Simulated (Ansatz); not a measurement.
Born–Oppenheimer molecular dynamics of a periodic cell of 16 atoms, Li (start crystal Li, start structure bcc, volume 1 times the crystal's). It goes on from the last frame of an earlier run, with new velocities.

Theory: DFT PBE-D3(BJ), scalar-relativistic, plane waves, PAW (Ansatz). Settings: accuracy low, cutoff 420 eV, k mesh 2x2x2, fermi-dirac smearing 0.11 eV, no spin polarisation.

```json
{
  "ensemble": "NVT, Langevin thermostat",
  "time step": "1 fs",
  "steps asked": "400",
  "set temperature": "1040 K",
  "friction": "0.02 /fs",
  "temperature schedule": "300 steps to 300 K, then 100 steps to 300 K",
  "seed": "852312"
}
```

Frames 10 fs apart, positions in Å, forces in eV/Å.

Velocities at 60.0 fs (Å/ps):

```
Li 11.74 -11.76 0.86
Li -12.44 6.38 2.95
Li 7.46 17.39 -18.03
Li 0.28 -1.06 -16.78
Li -2.32 26.80 20.17
Li -7.44 7.23 1.03
Li -6.55 16.31 8.12
Li -3.62 2.90 -5.25
Li 6.02 -0.30 26.01
Li -20.85 -11.04 -3.25
Li -7.50 -10.44 -0.15
Li 10.22 14.00 5.28
Li 5.78 -11.53 -22.94
Li 4.44 4.62 10.69
Li 7.19 -5.65 -9.79
Li -6.41 -19.52 -17.48
```

```xyz
16
Lattice="6.9800 0.0000 0.0000 0.0000 6.9800 0.0000 0.0000 0.0000 6.9800" Properties=species:S:1:pos:R:3:forces:R:3 time_fs=60.0 energy_less_start_eV=-0.344 T=1154
Li -0.012 0.001 -0.807 0.11 0.04 0.69
Li 3.946 -0.673 -0.572 -0.11 -0.02 0.12
Li -0.303 3.104 -0.262 0.18 0.15 -0.02
Li 0.305 0.132 3.579 -0.33 0.17 -0.87
Li 2.112 0.717 1.386 -0.23 0.51 -0.21
Li 3.482 3.070 -0.324 0.00 0.03 -0.10
Li 2.983 0.013 3.899 0.31 -0.20 -0.11
Li 4.998 1.196 1.675 -0.18 -0.05 0.01
Li -0.347 3.064 2.452 0.30 -0.03 0.22
Li 1.519 5.142 1.549 -0.47 0.36 -0.39
Li 1.683 2.325 4.257 -0.07 0.04 0.43
Li 2.909 3.646 2.460 0.70 -0.46 0.15
Li 5.537 5.453 1.681 -0.05 0.06 -0.19
Li 5.542 1.664 4.691 -0.66 0.18 -0.12
Li 0.596 4.984 4.550 0.34 -0.66 0.13
Li 4.755 4.767 4.134 0.15 -0.13 0.26
16
Lattice="6.9800 0.0000 0.0000 0.0000 6.9800 0.0000 0.0000 0.0000 6.9800" Properties=species:S:1:pos:R:3:forces:R:3 time_fs=70.0 energy_less_start_eV=-0.512 T=1102
Li 0.114 -0.107 -0.742 0.08 0.21 0.31
Li 3.837 -0.586 -0.527 -0.11 -0.13 0.08
Li -0.253 3.376 -0.405 0.03 -0.10 0.24
Li 0.291 0.127 3.347 -0.52 -0.08 -0.32
Li 2.110 0.958 1.562 -0.21 0.25 -0.42
Li 3.428 3.112 -0.281 0.00 0.05 -0.17
Li 2.965 0.154 3.978 0.43 -0.45 -0.16
Li 4.983 1.218 1.694 -0.07 0.04 -0.03
Li -0.315 3.023 2.683 0.22 0.02 -0.32
Li 1.326 5.113 1.519 0.03 0.27 -0.27
Li 1.609 2.221 4.302 0.08 0.31 0.45
Li 3.035 3.760 2.519 0.08 -0.45 -0.08
Li 5.617 5.401 1.508 -0.25 0.03 -0.03
Li 5.521 1.694 4.748 -0.48 -0.06 0.01
Li 0.696 4.916 4.475 0.32 -0.22 0.05
Li 4.728 4.562 3.977 0.37 0.31 0.66
16
Lattice="6.9800 0.0000 0.0000 0.0000 6.9800 0.0000 0.0000 0.0000 6.9800" Properties=species:S:1:pos:R:3:forces:R:3 time_fs=80.0 energy_less_start_eV=-0.120 T=772
Li 0.368 -0.209 -0.657 -0.05 0.44 0.05
Li 3.729 -0.510 -0.486 -0.06 -0.24 0.11
Li -0.149 3.631 -0.496 -0.26 -0.48 0.27
Li 0.300 0.084 3.094 -0.45 -0.16 0.12
Li 2.182 1.062 1.653 -0.22 0.23 -0.52
Li 3.390 3.151 -0.277 0.02 0.04 -0.22
Li 2.940 0.276 4.035 0.49 -0.65 -0.20
Li 4.942 1.244 1.686 0.02 0.09 -0.10
Li -0.291 2.885 2.866 0.29 0.24 -0.67
Li 1.248 5.019 1.404 0.42 0.12 0.02
Li 1.608 2.192 4.417 0.06 0.35 0.44
Li 3.145 3.795 2.527 -0.33 -0.39 -0.24
Li 5.702 5.414 1.457 -0.50 -0.04 0.04
Li 5.476 1.651 4.733 -0.29 -0.23 0.29
Li 0.783 4.849 4.462 0.38 0.15 -0.22
Li 4.766 4.386 3.945 0.47 0.53 0.85
16
Lattice="6.9800 0.0000 0.0000 0.0000 6.9800 0.0000 0.0000 0.0000 6.9800" Properties=species:S:1:pos:R:3:forces:R:3 time_fs=90.0 energy_less_start_eV=0.139 T=697
Li 0.516 -0.214 -0.627 -0.15 0.46 -0.04
Li 3.599 -0.598 -0.431 -0.01 -0.24 0.13
Li -0.099 3.783 -0.595 -0.64 -0.78 0.33
Li 0.278 0.000 2.933 -0.22 -0.23 0.36
Li 2.224 1.062 1.675 -0.20 0.17 -0.46
Li 3.429 3.200 -0.266 0.01 -0.01 -0.27
Li 2.912 0.322 4.130 0.42 -0.69 -0.35
Li 4.934 1.349 1.627 0.06 0.02 -0.19
Li -0.201 2.706 2.926 0.27 0.43 -0.64
Li 1.182 4.828 1.254 0.66 0.09 0.32
Li 1.641 2.192 4.589 0.01 0.20 0.40
Li 3.156 3.656 2.528 -0.32 -0.20 -0.11
Li 5.711 5.428 1.409 -0.64 -0.11 0.07
Li 5.413 1.549 4.708 -0.16 -0.19 0.38
Li 0.874 4.700 4.493 0.49 0.59 -0.57
Li 4.802 4.312 4.006 0.41 0.48 0.63
16
Lattice="6.9800 0.0000 0.0000 0.0000 6.9800 0.0000 0.0000 0.0000 6.9800" Properties=species:S:1:pos:R:3:forces:R:3 time_fs=100.0 energy_less_start_eV=0.033 T=841
Li 0.618 -0.195 -0.696 -0.32 0.30 0.08
Li 3.429 -0.739 -0.363 0.08 -0.14 0.19
Li -0.120 3.785 -0.638 -0.80 -0.73 0.40
Li 0.274 -0.090 2.849 -0.17 -0.27 0.45
Li 2.143 1.083 1.640 -0.08 0.06 -0.43
Li 3.408 3.335 -0.274 0.06 -0.18 -0.40
Li 2.922 0.248 4.246 0.28 -0.56 -0.61
Li 4.953 1.454 1.559 0.07 -0.15 -0.32
Li -0.174 2.630 2.952 0.24 0.40 -0.42
Li 1.260 4.608 1.172 0.31 0.25 0.42
Li 1.646 2.176 4.712 0.06 0.01 0.30
Li 3.200 3.399 2.409 -0.08 0.11 0.42
Li 5.598 5.411 1.365 -0.38 -0.15 0.03
Li 5.319 1.472 4.783 0.01 -0.11 0.28
Li 1.014 4.606 4.556 0.58 0.72 -0.72
Li 4.880 4.290 4.091 0.12 0.41 0.34
16
Lattice="6.9800 0.0000 0.0000 0.0000 6.9800 0.0000 0.0000 0.0000 6.9800" Properties=species:S:1:pos:R:3:forces:R:3 time_fs=110.0 energy_less_start_eV=-0.215 T=1047
Li 0.669 -0.072 -0.743 -0.47 -0.05 0.20
Li 3.284 -0.922 -0.240 0.16 0.22 0.03
Li -0.274 3.695 -0.559 -0.33 -0.37 0.24
Li 0.251 -0.159 2.797 -0.19 -0.26 0.39
Li 2.082 1.034 1.553 -0.05 -0.01 -0.37
Li 3.406 3.455 -0.323 0.15 -0.50 -0.53
Li 2.926 0.105 4.260 0.29 -0.36 -0.61
Li 4.920 1.530 1.505 0.28 -0.36 -0.39
Li -0.112 2.606 2.946 0.12 0.33 -0.26
Li 1.480 4.425 1.191 -0.42 0.49 0.22
Li 1.599 2.103 4.824 0.17 0.09 0.21
Li 3.205 3.170 2.276 0.17 0.30 0.97
Li 5.411 5.322 1.393 -0.12 -0.10 0.05
Li 5.279 1.435 4.922 -0.01 -0.09 0.11
Li 1.217 4.643 4.550 0.30 0.37 -0.33
Li 4.925 4.298 4.201 -0.05 0.30 0.06
16
Lattice="6.9800 0.0000 0.0000 0.0000 6.9800 0.0000 0.0000 0.0000 6.9800" Properties=species:S:1:pos:R:3:forces:R:3 time_fs=120.0 energy_less_start_eV=-0.243 T=1009
Li 0.689 -0.052 -0.711 -0.67 -0.36 0.09
Li 3.134 -1.105 -0.173 0.34 0.69 -0.04
Li -0.451 3.614 -0.433 0.14 -0.12 0.08
Li 0.153 -0.177 2.828 -0.08 -0.20 0.29
Li 1.972 1.008 1.349 0.05 0.07 -0.13
Li 3.451 3.552 -0.417 0.09 -0.87 -0.41
Li 2.930 -0.101 4.183 0.39 0.08 -0.56
Li 4.946 1.582 1.404 0.30 -0.43 -0.37
Li 0.000 2.628 2.880 -0.10 0.29 -0.05
Li 1.565 4.313 1.211 -0.72 0.53 0.14
Li 1.516 1.985 4.931 0.28 0.30 0.14
Li 3.208 3.068 2.253 0.27 0.20 1.06
Li 5.256 5.221 1.514 -0.07 -0.01 0.01
Li 5.251 1.429 5.101 -0.10 -0.14 -0.08
Li 1.508 4.738 4.476 -0.16 -0.19 -0.07
Li 4.940 4.414 4.330 0.04 0.16 -0.10
16
Lattice="6.9800 0.0000 0.0000 0.0000 6.9800 0.0000 0.0000 0.0000 6.9800" Properties=species:S:1:pos:R:3:forces:R:3 time_fs=130.0 energy_less_start_eV=-0.226 T=785
Li 0.610 -0.114 -0.744 -0.75 -0.48 -0.08
Li 2.995 -1.207 -0.137 0.53 0.85 -0.08
Li -0.610 3.460 -0.341 0.46 0.08 0.04
Li 0.041 -0.146 2.893 0.04 -0.14 0.20
Li 1.890 0.965 1.173 0.15 0.32 0.15
Li 3.509 3.562 -0.545 -0.08 -0.89 -0.10
Li 2.978 -0.325 4.005 0.54 0.74 -0.51
Li 5.014 1.581 1.312 0.07 -0.40 -0.23
Li 0.039 2.740 2.812 -0.19 0.12 0.17
Li 1.534 4.288 1.217 -0.60 0.37 0.06
Li 1.505 1.948 4.980 0.27 0.25 0.05
Li 3.227 3.066 2.378 0.28 0.01 0.72
Li 5.185 5.136 1.644 -0.11 0.06 -0.15
Li 5.134 1.453 5.172 -0.13 -0.25 -0.26
Li 1.765 4.819 4.361 -0.67 -0.73 0.09
Li 4.992 4.530 4.412 0.21 0.10 -0.09
16
Lattice="6.9800 0.0000 0.0000 0.0000 6.9800 0.0000 0.0000 0.0000 6.9800" Properties=species:S:1:pos:R:3:forces:R:3 time_fs=140.0 energy_less_start_eV=-0.456 T=664
Li 0.458 -0.227 -0.810 -0.64 -0.42 -0.12
Li 2.943 -1.236 -0.150 0.61 0.68 -0.13
Li -0.734 3.320 -0.326 0.70 0.27 0.06
Li 0.010 -0.176 2.957 0.15 -0.02 0.12
Li 1.875 0.938 1.026 0.11 0.48 0.30
Li 3.566 3.496 -0.674 -0.25 -0.60 0.15
Li 3.120 -0.419 3.835 0.45 0.86 -0.48
Li 5.105 1.530 1.240 -0.10 -0.40 -0.01
Li 0.035 2.917 2.818 -0.24 -0.16 0.27
Li 1.436 4.346 1.252 -0.26 0.22 -0.03
Li 1.536 1.952 4.956 0.13 0.05 0.06
Li 3.306 3.092 2.575 0.18 -0.12 0.28
Li 5.146 5.099 1.752 -0.13 0.08 -0.35
Li 5.062 1.477 5.100 -0.10 -0.35 -0.37
Li 1.921 4.806 4.342 -0.82 -0.69 0.17
Li 5.159 4.612 4.427 0.21 0.10 0.08
16
Lattice="6.9800 0.0000 0.0000 0.0000 6.9800 0.0000 0.0000 0.0000 6.9800" Properties=species:S:1:pos:R:3:forces:R:3 time_fs=150.0 energy_less_start_eV=-0.858 T=847
Li 0.275 -0.339 -0.904 -0.45 -0.35 0.02
Li 3.019 -1.186 -0.107 0.53 0.39 -0.29
Li -0.746 3.203 -0.408 0.79 0.30 0.16
Li 0.017 -0.238 3.037 0.18 0.12 -0.01
Li 1.818 0.957 0.893 0.03 0.52 0.37
Li 3.637 3.364 -0.700 -0.44 -0.14 0.23
Li 3.348 -0.415 3.640 -0.02 0.39 -0.27
Li 5.085 1.430 1.219 -0.07 -0.29 0.11
Li 0.028 3.067 2.870 -0.30 -0.50 0.24
Li 1.343 4.412 1.270 0.00 0.18 -0.16
Li 1.563 1.916 4.972 0.03 -0.10 0.01
Li 3.319 3.103 2.815 0.18 -0.22 -0.10
Li 5.146 5.051 1.829 -0.09 0.03 -0.55
Li 4.974 1.487 5.000 0.04 -0.40 -0.38
Li 1.866 4.702 4.351 -0.45 -0.04 0.29
Li 5.326 4.634 4.397 0.03 0.10 0.32
16
Lattice="6.9800 0.0000 0.0000 0.0000 6.9800 0.0000 0.0000 0.0000 6.9800" Properties=species:S:1:pos:R:3:forces:R:3 time_fs=160.0 energy_less_start_eV=-0.990 T=771
Li 0.094 -0.494 -1.006 -0.23 -0.09 0.29
Li 3.139 -1.150 -0.111 0.35 0.29 -0.37
Li -0.717 3.074 -0.530 0.62 0.23 0.31
Li 0.047 -0.250 3.085 0.13 0.23 -0.12
Li 1.800 1.056 0.875 -0.08 0.30 0.27
Li 3.562 3.197 -0.669 -0.26 0.14 0.27
Li 3.513 -0.307 3.428 -0.38 -0.03 -0.06
Li 4.967 1.219 1.186 0.10 -0.05 0.08
Li -0.010 3.214 2.834 -0.29 -0.89 0.24
Li 1.259 4.527 1.297 0.23 0.23 -0.31
Li 1.573 1.876 4.967 -0.14 -0.26 -0.06
Li 3.303 3.032 3.048 0.22 -0.09 -0.40
Li 5.138 5.041 1.874 -0.10 -0.06 -0.62
Li 4.900 1.447 4.862 0.21 -0.31 -0.21
Li 1.747 4.673 4.371 -0.10 0.22 0.30
Li 5.469 4.628 4.404 -0.28 0.14 0.40
16
Lattice="6.9800 0.0000 0.0000 0.0000 6.9800 0.0000 0.0000 0.0000 6.9800" Properties=species:S:1:pos:R:3:forces:R:3 time_fs=170.0 energy_less_start_eV=-0.975 T=693
Li -0.024 -0.596 -0.975 -0.12 0.15 0.42
Li 3.189 -1.076 -0.213 0.24 0.25 -0.36
Li -0.653 2.974 -0.598 0.38 0.12 0.36
Li 0.106 -0.177 3.107 0.02 0.20 -0.17
Li 1.827 1.239 0.882 -0.19 0.03 0.26
Li 3.444 3.105 -0.495 0.03 0.22 0.09
Li 3.576 -0.217 3.249 -0.58 -0.33 0.05
Li 4.918 1.068 1.202 0.27 0.14 -0.07
Li -0.070 3.253 2.698 -0.19 -1.11 0.27
Li 1.201 4.619 1.279 0.37 0.30 -0.33
Li 1.517 1.822 4.915 -0.13 -0.28 -0.04
Li 3.325 2.927 3.178 0.12 0.18 -0.49
Li 5.149 4.981 1.882 -0.20 0.02 -0.59
Li 4.846 1.371 4.758 0.33 -0.13 0.12
Li 1.602 4.671 4.383 0.16 0.15 0.21
Li 5.622 4.621 4.446 -0.51 0.11 0.26
```

Of the whole run (400 fs, mean temperature of the second half 501 K): The schedule's set-point averaged 362 K over the second half and the system 501 K, so it lags behind the ramp. A run of 0.4 ps of so small a system gives no equilibrium averages. Limits of this set-up: coarse k mesh, low accuracy level.

Run time: 23 min on 1 thread of Arm Neoverse V1 (shared host), peak memory 0.49 GiB.
